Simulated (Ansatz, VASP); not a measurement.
## Two plane-wave programs on NaI

INCAR

```
SYSTEM = NaI
PREC     = Accurate       ! precision mode
ENCUT    = 520            ! plane-wave cutoff, eV
EDIFF    = 1E-6           ! SCF threshold, eV
ISMEAR   = -1             ! smearing method
SIGMA    = 0.05           ! smearing width, eV
LREAL    = .False.        ! projectors in reciprocal space
LASPH    = .True.         ! aspherical terms in the spheres
NELM     = 80             ! most SCF steps
ALGO     = Normal         ! electronic algorithm
ISIF     = 2              ! what is computed and relaxed
LWAVE    = .False.        ! write WAVECAR
LCHARG   = .False.        ! write CHGCAR
GGA      = PE             ! functional
NBANDS   = 14             ! bands
```

The input KPOINTS:

```
Automatic mesh
0
Gamma
  4 4 4
  0 0 0
```

File POSCAR:

```
NaI
1.0
    0.0000000000      3.2364000000      3.2364000000
    3.2364000000      0.0000000000      3.2364000000
    3.2364000000      3.2364000000      0.0000000000
I Na
1 1
Direct
    0.5000000000      0.5000000000      0.5000000000
    0.0000000000      0.0000000000      0.0000000000
```

File input.yaml:

```yaml
crystal:
  lattice:
    - [0.0, 3.2364, 3.2364]
    - [3.2364, 0.0, 3.2364]
    - [3.2364, 3.2364, 0.0]
  atoms:
    - { symbol: I, position: [0.5, 0.5, 0.5] }
    - { symbol: Na, position: [0.0, 0.0, 0.0] }
hamiltonian:
  xc: pbe
  pseudopotentials: { kind: paw }
kpoints:
  mp_grid: { grid: [4, 4, 4] }
  band_path:
    path:
      - [[0.0, 0.0, 0.0], [0.5, 0.0, 0.5], [0.5, 0.25, 0.75], [0.375, 0.375, 0.75], [0.0, 0.0, 0.0], [0.5, 0.5, 0.5], [0.625, 0.25, 0.625], [0.5, 0.25, 0.75], [0.5, 0.5, 0.5], [0.375, 0.375, 0.75]]
      - [[0.625, 0.25, 0.625], [0.5, 0.0, 0.5]]
    npoints: 14
scf:
  occupations: { method: fermi_dirac, width: 0.05 }
  n_extra_bands: 6
output:
  forces: true
  stress: true
  eigenvalues: true
  fatbands: false
```

Alike in both runs: functional PBE; k mesh 4 × 4 × 4; occupations fermi-dirac, width 0.05 eV; no spin polarisation.

|  | VASP | Ansatz |
| --- | --- | --- |
| version | VASP 6.6.1 | Ansatz 0.2.0 |
| potentials or method | VASP PAW PBE potentials, release 64 (I, Na_pv) | Ansatz PAW |
| plane-wave cutoff (eV) | 520 | 420 |
| valence electrons in the cell | 14 | 26 |
| task | single point | band structure |

|  | VASP | Ansatz | Ansatz less VASP |
| --- | --- | --- | --- |
| gap on the k mesh at the Fermi level (eV) | 3.64 | 3.64 | +0.003 |
| least direct gap on the mesh (eV) | 3.64 | 3.64 | +0.003 |
| pressure (GPa) | 0.5 | 0.5 | -0.02 |

The two sets of potentials don't hold the same shells in valence.

Caveats: the k mesh is coarse (spacing up to 0.42 Å⁻¹), so the values aren't converged; spin-orbit coupling is left out, which moves the levels of the heavy elements.
